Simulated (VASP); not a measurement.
# GaS (P6_3/mmc) in VASP: single point with r2SCAN

Aim: the single point of GaS with r2SCAN.

Everything below comes from runs of VASP 6.6.1. Logs are shortened: lines on timing, memory, paths and dates and some standing lists are left out, and cuts for length are marked.

**What was measured.**

From “Vapor-liquid-solid growth of highly-mismatched semiconductor nanowires with high-fidelity van der Waals layer stacking”, 2022, arxiv:2211.03366, for a bulk crystal of GaS at 300 K: band gap 2.53 eV (indirect).

The runs below are set against these values where they give the same quantity.

## Step 1: The structure

Symmetry: P6_3/mmc, No. 194, hexagonal system. The conventional cell has a = 3.580 Å, b = 3.580 Å, c = 15.563 Å, α = 90.00°, β = 90.00°, γ = 120.00°. Around Ga (site symmetry 3m) lie 3 S at 2.33 Å and 1 Ga at 2.44 Å. S (site symmetry 3m) is surrounded by 3 Ga at 2.33 Å.

## Step 2: Single point, r2SCAN

The input, POSCAR:

```
GaS
1.0
    3.5795059832      0.0000000000      0.0000000000
   -1.7897529916      3.0999431145      0.0000000000
    0.0000000000      0.0000000000     15.5631240946
Ga S
4 4
Direct
    0.3333333333      0.6666666667      0.1716952312
    0.6666666667      0.3333333333      0.6716952312
    0.3333333333      0.6666666667      0.3283047688
    0.6666666667      0.3333333333      0.8283047688
    0.3333333333      0.6666666667      0.6028569206
    0.6666666667      0.3333333333      0.1028569206
    0.3333333333      0.6666666667      0.8971430794
    0.6666666667      0.3333333333      0.3971430794
```

The input, INCAR.step1:

```
PREC = Accurate
ENCUT = 520
ISMEAR = 0
SIGMA = 0.01
LREAL = False
LASPH = True
NELM = 100
NBANDS = 48
GGA = PE
ALGO = Normal
EDIFF = 1E-4
LWAVE = True
LCHARG = False
```

The input, INCAR.step2:

```
PREC = Accurate
ENCUT = 520
EDIFF = 1E-6
ISMEAR = 0
SIGMA = 0.01
LREAL = False
LASPH = True
NELM = 100
ALGO = Normal
ISIF = 2
LWAVE = False
LCHARG = True
METAGGA = R2SCAN
LMIXTAU = True
LELF = True
LVHAR = True
NBANDS = 48
ISTART = 1
```

The input, KPOINTS:

```
Automatic mesh
0
Gamma
  6 6 2
```

Potentials or basis: VASP PAW PBE potentials, release 64 (Ga_d, S).

The run is started by

```
> cat potpaw_PBE.64/Ga_d/POTCAR potpaw_PBE.64/S/POTCAR > POTCAR
> cp INCAR.step1 INCAR
> mpirun -np 1 vasp_std > vasp.out
> cp INCAR.step2 INCAR
> mpirun -np 1 vasp_std > vasp.out
```

OUTCAR:

```text
PREC = Accurate
   ENCUT = 520
   EDIFF = 1E-6
   ISMEAR = 0
   LREAL = False
   LASPH = True
   NELM = 100
   ISIF = 2
   METAGGA = R2SCAN
   ISTART = 1

 ion  position               nearest neighbor table
   1  0.333  0.667  0.172-   6 2.33   6 2.33   6 2.33   3 2.44
   2  0.667  0.333  0.672-   5 2.33   5 2.33   5 2.33   4 2.44
   3  0.333  0.667  0.328-   8 2.33   8 2.33   8 2.33   1 2.44
   4  0.667  0.333  0.828-   7 2.33   7 2.33   7 2.33   2 2.44
   5  0.333  0.667  0.603-   2 2.33   2 2.33   2 2.33
   6  0.667  0.333  0.103-   1 2.33   1 2.33   1 2.33
   7  0.333  0.667  0.897-   4 2.33   4 2.33   4 2.33
   8  0.667  0.333  0.397-   3 2.33   3 2.33   3 2.33

  LATTYP: Found a hexagonal cell.
 ALAT       =     3.5795059832
 C/A-ratio  =     4.3478413411

  Lattice vectors:

 A1 = (   3.5795059832,   0.0000000000,   0.0000000000)
 A2 = (  -1.7897529916,   3.0999431145,   0.0000000000)
 A3 = (   0.0000000000,   0.0000000000,  15.5631240946)

Analysis of symmetry for initial positions (statically):
=====================================================================
 Subroutine PRICEL returns:
 Original cell was already a primitive cell.

 Routine SETGRP: Setting up the symmetry group for a
 hexagonal supercell.

 Subroutine GETGRP returns: Found 24 space group operations
 (whereof 12 operations were pure point group operations)
 out of a pool of 24 trial point group operations.

The static configuration has the point symmetry D_3d.
 The point group associated with its full space group is D_6h.

Analysis of symmetry for dynamics (positions and initial velocities):
=====================================================================
 Subroutine PRICEL returns:
 Original cell was already a primitive cell.

 Routine SETGRP: Setting up the symmetry group for a
 hexagonal supercell.

 Subroutine GETGRP returns: Found 24 space group operations
 (whereof 12 operations were pure point group operations)
 out of a pool of 24 trial point group operations.

The dynamic configuration has the point symmetry D_3d.
 The point group associated with its full space group is D_6h.

 Subroutine INISYM returns: Found 24 space group operations
 (whereof 12 operations are pure point group operations),
 and found     1 'primitive' translations

----------------------------------------------------------------------------------------

                                     Primitive cell

  volume of cell :     172.6925

  direct lattice vectors                    reciprocal lattice vectors
     3.579505983  0.000000000  0.000000000     0.279368160  0.161293282  0.000000000
    -1.789752992  3.099943114  0.000000000     0.000000000  0.322586565  0.000000000
     0.000000000  0.000000000 15.563124095     0.000000000  0.000000000  0.064254451

  length of vectors
     3.579505983  3.579505983 15.563124095     0.322586565  0.322586565  0.064254451

  position of ions in fractional coordinates (direct lattice)
     0.333333333  0.666666667  0.171695231
     0.666666667  0.333333333  0.671695231
     0.333333333  0.666666667  0.328304769
     0.666666667  0.333333333  0.828304769
     0.333333333  0.666666667  0.602856921
     0.666666667  0.333333333  0.102856921
     0.333333333  0.666666667  0.897143079
     0.666666667  0.333333333  0.397143079

  ion indices of the primitive-cell ions
   primitive index   ion index
                 1           1
                 2           2
                 3           3
                 4           4
                 5           5
                 6           6
                 7           7
                 8           8

----------------------------------------------------------------------------------------

 KPOINTS: Automatic mesh

Automatic generation of k-mesh.
 Grid dimensions read from file:
 generate k-points for:    6    6    2

 Generating k-lattice:

  Cartesian coordinates                     Fractional coordinates (reciprocal lattice)
     0.046561360  0.026882214  0.000000000     0.166666667  0.000000000  0.000000000
     0.000000000  0.053764427  0.000000000     0.000000000  0.166666667  0.000000000
     0.000000000  0.000000000  0.032127226     0.000000000  0.000000000  0.500000000

  Length of vectors
     0.053764427  0.053764427  0.032127226

  Shift w.r.t. Gamma in fractional coordinates (k-lattice)
     0.000000000  0.000000000  0.000000000

 Subroutine IBZKPT returns following result:
 ===========================================

 Found     14 irreducible k-points:

 Following reciprocal coordinates:
            Coordinates               Weight
  0.000000  0.000000  0.000000      1.000000
  0.166667  0.000000  0.000000      6.000000
  0.333333  0.000000  0.000000      6.000000
  0.500000  0.000000  0.000000      3.000000
  0.166667  0.166667  0.000000      6.000000
  0.333333  0.166667  0.000000     12.000000
  0.333333  0.333333  0.000000      2.000000
  0.000000  0.000000  0.500000      1.000000
  0.166667  0.000000  0.500000      6.000000
  0.333333  0.000000  0.500000      6.000000
  0.500000  0.000000  0.500000      3.000000
  0.166667  0.166667  0.500000      6.000000
  0.333333  0.166667  0.500000     12.000000
  0.333333  0.333333  0.500000      2.000000
   k-points           NKPTS =     14   k-points in BZ     NKDIM =     14   number of bands    NBANDS=     48
   number of dos      NEDOS =    301   number of ions     NIONS =      8
   total plane-waves  NPLWV =  94080
   dimension x,y,z NGX =    28 NGY =   28 NGZ =  120
   dimension x,y,z NGXF=    56 NGYF=   56 NGZF=  240
   ions per type =               4   4
   NGX,Y,Z   is equivalent  to a cutoff of  13.00, 13.00, 12.82 a.u.
   NGXF,Y,Z  is equivalent  to a cutoff of  26.01, 26.01, 25.64 a.u.
 SYSTEM =  unknown system
   PREC   = accura    normal or accurate (medium, high low for compatibility)
   ISTART =      1    job   : 0-new  1-cont  2-samecut
   ICHARG =      0    charge: 1-file 2-atom 10-const
   ISPIN  =      1    spin polarized calculation?
   LNONCOLLINEAR =      F non collinear calculations
   LSORBIT =      F    spin-orbit coupling
   LASPH  =      T    aspherical Exc in radial PAW
   ENCUT  =  520.0 eV  38.22 Ry    6.18 a.u.   6.66  6.66 28.94*2*pi/ulx,y,z
   NELM   =    100;   NELMIN=  2; NELMDL=  0     # of ELM steps
   EDIFF  = 0.1E-05   stopping-criterion for ELM
   LREAL  =      F    real-space projection
   EDIFFG = 0.1E-04   stopping-criterion for IOM
   NSW    =      0    number of steps for IOM
   IBRION =     -1    ionic relax: 0-MD 1-quasi-New 2-CG
   NFREE  =      0    steps in history (QN), initial steepest desc. (CG)
   ISIF   =      2    stress and relaxation
   ISYM   =      2    0-nonsym 1-usesym 2-fastsym
   POTIM  = 0.5000    time-step for ionic-motion
   TEBEG  =    0.0;   TEEND  =   0.0 temperature during run
   PSTRESS=    0.0 pullay stress
   NELECT =      76.0000    total number of electrons
   NUPDOWN=      -1.0000    fix difference up-down
   EMIN   =  10.00;   EMAX   =-10.00  energy-range for DOS
   EFERMI =   0.00;   METHOD = LEGACY
   ISMEAR =     0;   SIGMA  =   0.01  broadening in eV -4-tet -1-fermi 0-gaus
   EFERMI_NEDOS =   21; number of points for ismear=-14 and -15
   IALGO  =     38    algorithm
   IMIX   =      4    mixing-type and parameters
     AMIX     =   0.40;   BMIX     =  1.00
     AMIX_MAG =   1.60;   BMIX_MAG =  1.00
  volume/ion in A,a.u.               =      21.59       145.67
  Fermi-wavevector in a.u.,A,eV,Ry     =   1.245245  2.353172 21.097674  1.550635
  Thomas-Fermi vector in A             =   2.379476
   LORBIT       =      0    0 simple, 1 ext, 2 COOP (PROOUT), +10 PAW based schemes
   METAGGA = R2SCAN    functional components
   LHFCALC =     F    Hartree Fock is set to
   AEXX    =    0.0000 exact exchange contribution
   IVDW    =     0    specifies the selected vdW correction
   LEPSILON=     F    determine dielectric tensor
   LRPA    =     F    only Hartree local field effects (RPA)
 non-spin polarized calculation
 Gauss-broadening in eV      SIGMA  =   0.01
  energy-cutoff  :      520.00
  volume of cell :      172.69
 maximum number of plane-waves:      4702
 NGX is ok and might be reduce to    28
   NGX = 13   NGY = 13   NGZ = 57

 number of electron      76.0000010 magnetization

 Free energy of the ion-electron system (eV)
  ---------------------------------------------------
  ext. energy  EPLUGINS =         0.00000000
  ---------------------------------------------------
  free energy    TOTEN  =       -83.97828482 eV

  energy without entropy =      -83.97828482  energy(sigma->0) =      -83.97828482

 E-fermi :   3.7937     XC(G=0): -10.1443

 val. band max:        3.6906365387   @ k =   0.0000   0.0000   0.0000
 cond. band min:       5.6056147850   @ k =   0.5000   0.0000   0.0000
 fundamental gap:      1.9149782463
 Fermi energy:         3.7936711382

 k-point     1 :       0.0000    0.0000    0.0000
  band No.  band energies     occupation
      1     -11.7564      2.00000
      2     -11.7480      2.00000
      3     -11.5967      2.00000
      4     -11.5967      2.00000
      5     -11.5966      2.00000
      6     -11.5966      2.00000
[... 40 lines left out ...]
     47       9.9503      0.00000
     48       9.9505      0.00000

 k-point     2 :       0.1667    0.0000    0.0000
  band No.  band energies     occupation
      1     -11.8104      2.00000
      2     -11.7959      2.00000
      3     -11.7164      2.00000
      4     -11.6963      2.00000
      5     -11.6468      2.00000
      6     -11.6435      2.00000
[... 40 lines left out ...]
     47       9.2397      0.00000
     48       9.6080      0.00000

 k-point     3 :       0.3333    0.0000    0.0000
  band No.  band energies     occupation
      1     -11.9014      2.00000
      2     -11.8908      2.00000
      3     -11.8267      2.00000
      4     -11.8146      2.00000
      5     -11.6500      2.00000
      6     -11.6487      2.00000
[... 40 lines left out ...]
     47       9.3033      0.00000
     48       9.5420      0.00000

 k-point     4 :       0.5000    0.0000    0.0000
  band No.  band energies     occupation
      1     -11.9356      2.00000
      2     -11.9305      2.00000
      3     -11.8614      2.00000
      4     -11.8555      2.00000
      5     -11.6458      2.00000
      6     -11.6450      2.00000
[... 448 lines left out ...]
     47       9.6397      0.00000
     48       9.6397      0.00000

 k-point    13 :       0.3333    0.1667    0.5000
  band No.  band energies     occupation
      1     -11.9227      2.00000
      2     -11.9227      2.00000
      3     -11.8523      2.00000
      4     -11.8523      2.00000
      5     -11.6453      2.00000
      6     -11.6453      2.00000
[... 40 lines left out ...]
     47       9.3239      0.00000
     48       9.3239      0.00000

 k-point    14 :       0.3333    0.3333    0.5000
  band No.  band energies     occupation
      1     -11.9285      2.00000
      2     -11.9285      2.00000
      3     -11.8631      2.00000
      4     -11.8631      2.00000
      5     -11.6426      2.00000
      6     -11.6426      2.00000
[... 40 lines left out ...]
     47      10.9402      0.00000
     48      10.9402      0.00000

------------------------ aborting loop because EDIFF is reached ----------------------------------------

  FORCE on cell =-STRESS in cart. coord.  units (eV):
  Direction    XX          YY          ZZ          XY          YZ          ZX
  --------------------------------------------------------------------------------------
  -------------------------------------------------------------------------------------
  Total        0.9089982      0.9089982      0.8817907      0.0000000      0.0000000     -0.0000000
  in kB        8.4333479      8.4333479      8.1809268      0.0000000      0.0000000     -0.0000000
  external PRESSURE =       8.3492075 kB  Pullay stress =       0.0000000 kB

 VOLUME and BASIS-vectors are now :
 -----------------------------------------------------------------------------
  energy-cutoff  :      520.00
  volume of cell :      172.69
      direct lattice vectors                 reciprocal lattice vectors
     3.579505983  0.000000000  0.000000000     0.279368160  0.161293282  0.000000000
    -1.789752992  3.099943114  0.000000000     0.000000000  0.322586565  0.000000000
     0.000000000  0.000000000 15.563124095     0.000000000  0.000000000  0.064254451

 POSITION                                       TOTAL-FORCE (eV/Angst)
 -----------------------------------------------------------------------------------
     -0.00000      2.06663      2.67211         0.000000     -0.000000      0.006023
      1.78975      1.03331     10.45368        -0.000000      0.000000      0.006023
     -0.00000      2.06663      5.10945         0.000000     -0.000000     -0.006023
      1.78975      1.03331     12.89101        -0.000000      0.000000     -0.006023
     -0.00000      2.06663      9.38234        -0.000000      0.000000      0.021822
      1.78975      1.03331      1.60078        -0.000000      0.000000      0.021822
     -0.00000      2.06663     13.96235        -0.000000      0.000000     -0.021822
      1.78975      1.03331      6.18079        -0.000000      0.000000     -0.021822
 -----------------------------------------------------------------------------------
    total drift:                                0.000000     -0.000000      0.000000

  FREE ENERGIE OF THE ION-ELECTRON SYSTEM (eV)
  ---------------------------------------------------
  free  energy   TOTEN  =       -83.9782848168 eV

  energy  without entropy=      -83.9782848168  energy(sigma->0) =      -83.97828482
```

Wall time 11 min (1 thread of Intel Xeon Platinum 8259CL at 2.50GHz (Skylake/Cascade Lake), shared host); peak memory 0.37 GiB.

Results:

| Item | Value |
| --- | --- |
| Free energy | -83.9783 eV |
| Pressure | 0.8 GPa |
| Largest force | 0.022 eV/Å |
| Band gap on the k mesh | 1.92 eV, indirect (least direct gap 2.26 eV) |

Forces in eV/Å, atoms in the order of the input:
```
Ga   0.000  0.000  0.006
Ga   0.000  0.000  0.006
Ga   0.000  0.000 -0.006
Ga   0.000  0.000 -0.006
S    0.000  0.000  0.022
S    0.000  0.000  0.022
S    0.000  0.000 -0.022
S    0.000  0.000 -0.022
```

Caveat: the PAW data sets were made with another functional, which shifts forces and pressure a little.

## Step 3: Against experiment

Step 2. A measured gap of GaS is 2.53 eV (indirect; 300 K; quoted in “Vapor-liquid-solid growth of highly-mismatched semiconductor nanowires with high-fidelity van der Waals layer stacking”, 2022, arxiv:2211.03366); the calculated 1.92 eV misses it by -0.61 eV. 2 values of this kind are on record (2.53 to 2.59 eV); this one was drawn at random. Spin-orbit coupling on Ga is left out. The value is that of r2SCAN on a finite k mesh, which can miss the band edges, without temperature or zero-point motion.
